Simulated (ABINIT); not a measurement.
Crystal: WC.

```
CELL_PARAMETERS angstrom
2.90050 0.00000 0.00000
-1.45025 2.51191 0.00000
0.00000 0.00000 2.82900
ATOMIC_POSITIONS crystal
W 0.01394 0.00940 0.97669
C 0.65273 0.32393 0.52331
```

* Program: ABINIT 10.8.3 (patched build)
* Task: relaxation of cell and atoms
* Functional: PBEsol
* Potentials or basis: Ansatz PAW PBE default generated set, frozen core
* Cutoff: 419 eV
* k mesh: 8 × 8 × 7
* Occupations: fermi-dirac, width 0.05 eV
* Spin: no spin polarisation

At the start: pressure 4.1 GPa; volume 10.31 Å³/atom.

Problem. How do energy, volume and symmetry change on relaxing?

Solution. Over 10 steps the energy falls by 85.5 meV/atom and the volume is 10.29 Å³/atom (-0.2 %); space group P-6m2 (No. 187, to 0.05 Å).

The path:
| step | energy change (eV) | largest force (eV/Å) | pressure (GPa) | volume (Å³) |
| --- | --- | --- | --- | --- |
| 1 | 0.0000 | 2.3422 | 4.07 | 20.61 |
| 2 | -0.0888 | 1.3523 | -3.58 | 20.87 |
| 3 | -0.1640 | 0.3545 | -2.11 | 20.69 |
| 4 | -0.1705 | 0.0645 | 0.68 | 20.54 |
| 5 | -0.1709 | 0.0206 | -0.09 | 20.58 |
| 6 | -0.1710 | 0.0112 | -0.05 | 20.58 |
| 7 | -0.1710 | 0.0069 | 0.00 | 20.58 |
| 8 | -0.1710 | 0.0033 | 0.01 | 20.58 |
| 9 | -0.1710 | 0.0004 | 0.01 | 20.58 |
| 10 | -0.1710 | 0.0001 | 0.00 | 20.58 |

Final structure:
```yaml
crystal:
  lattice:
    - [2.89981, 0.00000, 0.00000]
    - [-1.44990, 2.51131, 0.00000]
    - [0.00000, 0.00001, 2.82546]
  atoms:
    - { symbol: W, position: [0.00000, 0.00000, 0.00000] }
    - { symbol: C, position: [0.66667, 0.33333, 0.50000] }
```

Caveat: the atomic spheres overlap; the PAW data sets were made with another functional, which shifts forces and pressure a little.
